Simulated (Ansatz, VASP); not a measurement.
## TlBr in VASP and in Ansatz

```xyz
2
Lattice="3.9800 0.0000 0.0000 0.0000 3.9800 0.0000 0.0000 0.0000 3.9800" Properties=species:S:1:pos:R:3 pbc="T T T"
Tl    0.0000    0.0000    0.0000
Br    1.9900    1.9900    1.9900
```

Alike in both runs: task single point; functional PBE; dispersion D3(BJ); k mesh 4 × 4 × 4; occupations gaussian, width 0.1 eV; no spin polarisation.

|  | VASP | Ansatz |
| --- | --- | --- |
| version | VASP 6.6.1 | Ansatz 0.2.0 |
| potentials or method | VASP PAW PBE potentials, release 64 (Tl_d, Br) | scalar-relativistic, plane waves, PAW |
| plane-wave cutoff (eV) | 520 | 420 |
| valence electrons in the cell | 20 | 20 |

```tsv
	VASP	Ansatz	Ansatz less VASP
gap on the k mesh at the Fermi level (eV)	1.86	1.85	-0.006
least direct gap on the mesh (eV)	1.86	1.85	-0.006
pressure (GPa)	0.1	0.1	+0.03
```

Caveats: spin-orbit coupling is left out, which as a rule narrows the gap of such compounds by several tenths of an eV. A k mesh can miss the band edges. PBE gaps usually lie below the measured ones, often by a third to a half.
